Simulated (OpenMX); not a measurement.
# SiO2 (Fddd) in OpenMX: reference runs, part 2 of 2

OpenMX 3.8.5. The steps go on from the part before.

**3. Single point, PBE (atoms moved at random, drawn with an rms of 0.05 Å)**

SiO2.dat reads:

```
System.CurrrentDirectory             ./
System.Name                          SiO2
DATA.PATH                            ./DFT_DATA13
level.of.stdout                      1
level.of.fileout                     0
Species.Number                       2
<Definition.of.Atomic.Species
  Si  Si7.0-s2p2d1           Si_PBE13
  O   O6.0-s2p2d1            O_PBE13
Definition.of.Atomic.Species>

Atoms.Number                         12
Atoms.SpeciesAndCoordinates.Unit     FRAC
<Atoms.SpeciesAndCoordinates
    1  Si    0.9254750000    0.9489800000    0.5690880000   2.000  2.000
    2  Si    0.6886200000    0.6824660000    0.3051610000   2.000  2.000
    3  Si    0.3220670000    0.3115050000    0.6805030000   2.000  2.000
    4  Si    0.5557400000    0.5703690000    0.9411900000   2.000  2.000
    5  O     0.0592750000    0.4450990000    0.0693760000   3.000  3.000
    6  O     0.4426290000    0.0545600000    0.4285960000   3.000  3.000
    7  O     0.8049930000    0.1858370000    0.8216610000   3.000  3.000
    8  O     0.1731630000    0.8168420000    0.1927490000   3.000  3.000
    9  O     0.1142410000    0.6360090000    0.6362250000   3.000  3.000
   10  O     0.6257380000    0.6197140000    0.6321650000   3.000  3.000
   11  O     0.6325690000    0.6185900000    0.1227050000   3.000  3.000
   12  O     0.6330260000    0.1180910000    0.6242940000   3.000  3.000
Atoms.SpeciesAndCoordinates>

Atoms.UnitVectors.Unit               Ang
<Atoms.UnitVectors
     0.0000000000    4.7162571100    7.3627753715
     2.3595806657    0.0000000000    7.3627753715
     2.3595806657    4.7162571100    0.0000000000
Atoms.UnitVectors>

scf.XcType                           GGA-PBE
scf.SpinPolarization                 off
scf.ElectronicTemperature            580.226
scf.energycutoff                     400.0
scf.maxIter                          100
scf.EigenvalueSolver                 band
scf.Kgrid                            7 7 7
scf.Mixing.Type                      rmm-diisk
scf.Init.Mixing.Weight               0.05
scf.Min.Mixing.Weight                0.001
scf.Max.Mixing.Weight                0.3
scf.Mixing.History                   25
scf.Mixing.StartPulay                8
scf.criterion                        1.0e-8
scf.stress.tensor                    on
MD.Type                              nomd
```

Potentials or basis: OpenMX 2013 PBE set, Si7.0-s2p2d1, O6.0-s2p2d1, grid cutoff 400 Ry.

Command:

```
$ openmx SiO2.dat -nt 1 > SiO2.std
```

SiO2.out:

```text
Required cutoff energy (Ryd) for 3D-grids = 400.0000
      Used cutoff energy (Ryd) for 3D-grids = 403.1495, 403.1495, 403.1495
  Num. of grids of a-, b-, and c-axes = 49, 49, 49

  Num.Grid1.    49
  Num.Grid2.    49
  Num.Grid3.    49

  Cell_Volume =   1105.860525218229 (Bohr^3)
  GridVol     =      0.009399659370 (Bohr^3)
  Cell vectors (bohr) of the grid cell (gtv)
    gtv_a =  0.000000000000,  0.181886400604,  0.283951591175
    gtv_b =  0.090999202166,  0.000000000000,  0.283951591175
    gtv_c =  0.090999202166,  0.181886400604,  0.000000000000
    |gtv_a| =  0.337210867049
    |gtv_b| =  0.298176727673
    |gtv_c| =  0.203380228929

***********************************************************

***********************************************************
                  SCF history at MD= 1
***********************************************************

[... 510 lines left out ...]
  pz          1   -0.001474581 -0.001474581  -0.002949162   0.000000000
   sum over m     -0.007865498 -0.007865498  -0.015730997   0.000000000
   sum over m+mul  2.450180375  2.450180375   4.900360750   0.000000000
  d3z^2-r^2   0   -0.000457069 -0.000457069  -0.000914138   0.000000000
  dx^2-y^2    0    0.000073568  0.000073568   0.000147137   0.000000000
  dxy         0    0.000351804  0.000351804   0.000703607   0.000000000
  dxz         0    0.000289225  0.000289225   0.000578450   0.000000000
  dyz         0    0.001397260  0.001397260   0.002794520   0.000000000
   sum over m      0.001654788  0.001654788   0.003309576   0.000000000
   sum over m+mul  0.001654788  0.001654788   0.003309576   0.000000000

***********************************************************
       xyz-coordinates (Ang) and forces (Hartree/Bohr)
***********************************************************

<coordinates.forces
  12
    1    Si     3.58200   7.04874  13.80119  -0.035344568417  0.044605849346  0.001789601030
    2    Si     2.33039   4.68693  10.09500   0.023143603772  0.059911423976  0.020967333588
    3    Si     2.34072   4.72838   4.66485   0.008559012534 -0.019221946889 -0.038600757056
    4    Si     3.56665   7.05991   8.29129   0.008535522356  0.019604066278 -0.044242575774
    5     O     1.21395   0.60675   3.71359  -0.024884040072  0.013186260932  0.011295512950
    6     O     1.14005   4.10892   3.66069   0.037928277518 -0.008801829666  0.023628486227
    7     O     2.37727   7.67172   7.29526   0.046945397505  0.023998149759  0.039931442007
    8     O     2.38221   1.72574   7.28918  -0.034324333725 -0.011221682217  0.035437149621
    9     O     3.00194   3.53939   5.52392  -0.010013561390  0.008309747866  0.000145204829
   10     O     2.95391   5.93259   9.16998  -0.023062104718 -0.044746904052  0.032288755344
   11     O     1.74915   3.56207   9.21200  -0.019663791826 -0.038571530267 -0.041953579547
   12     O     1.75172   5.92984   5.53031   0.021418755113 -0.047136045483 -0.035203579758
coordinates.forces>

***********************************************************
       Fractional coordinates of the final structure
***********************************************************

     1     Si     0.92547500000000   0.94898000000000   0.56908800000000
     2     Si     0.68862000000000   0.68246600000000   0.30516100000000
     3     Si     0.32206700000000   0.31150500000000   0.68050300000000
     4     Si     0.55574000000000   0.57036900000000   0.94119000000000
     5      O     0.05927500000000   0.44509900000000   0.06937600000000
     6      O     0.44262900000000   0.05456000000000   0.42859600000000
     7      O     0.80499300000000   0.18583700000000   0.82166100000000
     8      O     0.17316300000000   0.81684200000000   0.19274900000000
     9      O     0.11424100000000   0.63600900000000   0.63622500000000
    10      O     0.62573800000000   0.61971400000000   0.63216500000000
    11      O     0.63256900000000   0.61859000000000   0.12270500000000
    12      O     0.63302600000000   0.11809100000000   0.62429400000000
```

SiO2.std:

```text
*******************************************************
 Welcome to OpenMX   Ver. 3.8.5
 Copyright (C), 2002-2014, T. Ozaki
 OpenMX comes with ABSOLUTELY NO WARRANTY.
 This is free software, and you are welcome to
 redistribute it under the constitution of the GNU-GPL.
*******************************************************
[... 286 lines left out ...]
  Uzs   =       0.000000000000
  Uzo   =       0.000000000000
  Uef   =       0.000000000000
  UvdW  =       0.000000000000
  Utot  =    -147.257196044708

*******************************************************
             MD or geometry opt. at MD = 1
*******************************************************

outputting data on grids to files...

The calculation was normally finished.
```

Run time: 3.8 min. Hardware: 1 thread of AMD EPYC 9R45 (Zen 5), shared host; peak memory 1 GiB.

What came out:

```
Pressure               : 9.9 GPa
Band gap on the k mesh : 5.91 eV, direct
Mulliken charges       : Si +1.07, +1.08; O -0.54, -0.53 e
```

Caveat: Mulliken charges move with the basis; the real-space grid is too coarse here: the forces don't sum to zero and aren't listed, and the energy moves when atoms move against the grid; an odd mesh through Γ misses points on the zone boundary, where band edges often lie; the basis of atomic orbitals isn't converged, which shifts pressures, moduli and gaps.
